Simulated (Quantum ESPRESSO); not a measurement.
Runs of Quantum ESPRESSO 7.5 on Tl. The typed cell holds 1 atom: a = 3.020 Å, b = 3.534 Å, c = 3.665 Å, α = 118.08°, β = 99.51°, γ = 113.10°. This isn't the form of Tl at room conditions, which is hcp.

```csv
level,potentials or basis,cutoff (eV),smearing,other keys,gap on the mesh (eV),pressure (GPa)
PBE,PseudoDojo 0.4.1 SR PBEsol standard,844,fermi-dirac 0.1 eV,-,none,(a)
RPBE+D2,JTH 2.0 LDA,490,tetrahedra_opt,smearing = tetrahedra_opt; width = left out,none,-
PBE,SSSP 1.3 efficiency PBE,748,fermi-dirac 0.05 eV,-,none,4.2
PBE+D3(BJ),PseudoDojo 0.4.1 SR PBE standard,844,fermi-dirac 0.136 eV,-,none,2.6
```

Alike in all rows: task single point; no spin polarisation; cell as given; k mesh 11 × 10 × 9.

Problem. Fill in the values left out.

Solution. (a) 4.5.

Caveats: the potentials were made for another functional, which shifts forces and pressure (some runs); pairwise dispersion overbinds metals, which lowers pressure and volume (some runs); D2 keeps the scale fitted for PBE (some runs); the cutoff is low for these files, which shifts pressure and relaxed volume (some runs).

A k mesh can miss the band edges, and the runs leave out spin-orbit coupling on Tl.

A gap of «none» marks a metal or a gap under the smearing width.
